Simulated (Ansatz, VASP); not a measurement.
**CuO in VASP and in Ansatz**

File INCAR:

```
PREC = Accurate
ENCUT = 520
EDIFF = 1E-7
ISMEAR = -1
SIGMA = 0.05
LREAL = F
LASPH = T
NELM = 60
ALGO = Normal
ISIF = 2
LWAVE = F
LCHARG = F
GGA = B5
ALDAX = 1.0
AGGAX = 1.0
AGGAC = 1.0
ALDAC = 0.0
NBANDS = 25
```

KPOINTS

```
Automatic mesh
0
Gamma
  6 6 3
```

The input POSCAR:

```
CuO
1.0
    2.3446497600     -1.7133998200      0.0000000000
    2.3446497600      1.7133998200      0.0000000000
   -0.8605499100      0.0000000000      5.0594394800
Cu O
2 2
Direct
    0.0032000000      0.4968000000      0.0000000000
    0.4968000000      0.0032000000      0.5000000000
    0.5714000000      0.4056000000      0.2537000000
    0.4056000000      0.5714000000      0.7537000000
```

input.yaml

```yaml
crystal:
  lattice:
    - [2.34464976, -1.71339982, 0.0]
    - [2.34464976, 1.71339982, 0.0]
    - [-0.86054991, 0.0, 5.05943948]
  atoms:
    - { symbol: Cu, position: [0.0032, 0.4968, 0.0] }
    - { symbol: Cu, position: [0.4968, 0.0032, 0.5] }
    - { symbol: O, position: [0.5714, 0.4056, 0.2537] }
    - { symbol: O, position: [0.4056, 0.5714, 0.7537] }
hamiltonian:
  xc: blyp
  pseudopotentials: { kind: paw }
kpoints:
  mp_grid: { grid: [6, 6, 3] }
  band_path:
    path:
      - [[0.0, 0.0, 0.0], [-0.5, -0.5, 0.0], [-0.5249461988, -0.5249461988, 0.3256423996], [-0.5, -0.5, 0.5], [-0.6336779992, -0.3663220008, 0.5]]
      - [[-0.3663220008, 0.3663220008, 0.5], [0.0, 0.0, 0.5], [-0.4750538012, -0.4750538012, 0.6743576004]]
      - [[-0.5, -0.5, 0.0], [-0.612631459, -0.387368541, 0.0]]
      - [[-0.387368541, 0.387368541, 0.0], [0.0, 0.0, 0.0], [-0.5, 0.0, 0.0]]
      - [[-0.5, 0.0, 0.5], [0.0, 0.0, 0.0]]
    npoints: 14
scf:
  occupations: { method: fermi_dirac, width: 0.05 }
  n_extra_bands: 10
output:
  forces: true
  stress: true
  eigenvalues: true
  fatbands: false
  write_density: true
  write_potential: true
  elf: true
  volumetric_format: npy
```

Alike in both runs: functional BLYP; k mesh 6 × 6 × 3; occupations fermi-dirac, width 0.05 eV; no spin polarisation.

|  | VASP | Ansatz |
| --- | --- | --- |
| version | VASP 6.6.1 | Ansatz 0.2.0 |
| potentials or method | VASP PAW PBE potentials, release 64 (Cu, O) | Ansatz PAW |
| plane-wave cutoff (eV) | 520 | 420 |
| valence electrons in the cell | 34 | 50 |
| task | single point | band structure |

VASP gave:

| Property | Result |
| --- | --- |
| gap on the k mesh at the Fermi level (eV) | none |
| pressure (GPa) | 13.3 |
| largest component of the traceless stress (GPa) | 2.00 |
| rms of the force components (eV/Å) | 0.446 |

Question: Estimate Ansatz's values.

Answer: gap on the k mesh at the Fermi level (eV): none; pressure (GPa): 12.5; largest component of the traceless stress (GPa): 1.88; rms of the force components (eV/Å): 0.427.

Atom by atom the forces differ by 0.032 eV/Å (rms over components). A gap of «none» marks a metal or a gap that the smearing closes. The two sets of potentials don't hold the same shells in valence.

Caveats: the k mesh is coarse (spacing up to 0.41 Å⁻¹), so the values aren't converged; the run has no spin polarisation, though such a crystal can be magnetic; semilocal functionals often make such compounds metallic where correlation or magnetic order opens a gap, which also shifts bond lengths; the PAW data sets were made with another functional, which shifts forces and pressure a little (VASP); the pressure holds a Pulay correction of +0.9 GPa for the finite cutoff (Ansatz); the PAW data sets come from PBE, with cores solved anew for the run's functional, which leaves a small shift of forces and pressure (Ansatz).
